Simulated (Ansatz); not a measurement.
# Which way does KCl + NaF ⇌ KF + NaCl run?

Plane-wave DFT in Ansatz with scalar-relativistic PAW potentials, cutoff 420 eV, Γ-centred meshes chosen by cell and gap, Gaussian smearing with energies taken to zero width. Every cell was relaxed (cell and atoms) in a run of its own, within the symmetry of its start. Functional: PBE.

Total energies hold large constants for each element; a whole number of eV per atom of each element is taken off below, which cancels in a balanced reaction.

| compound | lowest structure computed | structures tried | V (Å³/atom) | gap on mesh (eV) | E (eV per formula unit, common shift removed) |
| --- | --- | --- | --- | --- | --- |
| KCl | Fm-3m | 5 | 32.43 | 5.05 | -4.2261 |
| NaF | Fm-3m | 4 | 12.98 | 6.09 | -5.4313 |
| KF | Fm-3m | 4 | 19.91 | 5.96 | -4.8030 |
| NaCl | Fm-3m | 2 | 23.06 | 5.00 | -4.5550 |

Work out the reaction energy at 0 K.

ΔE = E(KF) + E(NaCl) − E(KCl) − E(NaF) = 0.299 eV, or 29 kJ per mole of reaction (75 meV/atom). The left side is lower: K takes Cl and Na takes F. The smaller cation ends with the smaller anion, the pairing that gives the greater sum of ionic lattice energies, which go as 1/(r₊ + r₋). All four are computed as solids; where they are solids at ordinary conditions entropy changes little. A lower structure that wasn't tried would shift the value, and mixed crystals may lie lower than either side.